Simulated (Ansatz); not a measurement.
## SnTe: relaxation of cell and atoms with PBE

Crystal: SnTe.

```
Te Sn
1.0
     0.00000    3.15085    3.15085
     3.15085    0.00000    3.15085
     3.15085    3.15085    0.00000
Te Sn
1 1
Direct
  0.50000 0.50000 0.50000
  0.00000 0.00000 0.00000
```

```
Program             : Ansatz 0.2.0
Task                : relaxation of cell and atoms
Functional          : PBE
Potentials or basis : Ansatz PAW
Cutoff              : 420 eV (not typed: the program's choice for these potentials)
k mesh              : 7 × 7 × 7
Occupations         : fermi-dirac, width 0.05 eV
Spin                : no spin polarisation
```

```
Relaxed volume                         : 32.87 Å³/atom
Relaxed cell                           : a = 4.530 Å, b = 4.530 Å, c = 4.530 Å, α = 60.00°, β = 60.00°, γ = 60.00°
Space group after relaxing (to 0.05 Å) : Fm-3m (No. 225)
Energy gained by relaxing              : 10.6 meV/atom
Ionic steps                            : 6
Pressure after relaxing                : 0.0 GPa
```

The path:
| step | energy change (eV) | largest force (eV/Å) | volume (Å³) |
| --- | --- | --- | --- |
| 1 | 0.0000 | 0.0000 | 62.56 |
| 2 | -0.0188 | 0.0000 | 66.71 |
| 3 | -0.0206 | 0.0000 | 65.83 |
| 4 | -0.0212 | 0.0000 | 65.83 |
| 5 | -0.0212 | 0.0000 | 65.75 |
| 6 | -0.0212 | 0.0000 | 65.75 |

Final structure:
```xyz
2
Lattice="0.0000 3.2034 3.2034 3.2034 0.0000 3.2034 3.2034 3.2034 0.0000" Properties=species:S:1:pos:R:3 pbc="T T T"
Te    3.2034    3.2034    3.2034
Sn    0.0000    0.0000    0.0000
```

Levels at points of the mesh, in eV from the Fermi level:
```tsv
k point	band 13	band 14	band 15	band 16	band 17	band 18
(0.00, 0.00, 0.00)	-2.06	-2.06	-2.06	3.20	3.20	3.20
```

Run time: 5 s on 2 threads of Arm Neoverse V2, on a shared host, peak memory 0.34 GiB.

Caveat: this odd mesh misses L, where the gap lies, so gap, dielectric constants and Born charges aren't listed; the plane-wave basis is chosen anew once the cell has moved, so the energies of steps on either side of that aren't comparable. The run has no spin-orbit coupling, so splittings on Te are missing.
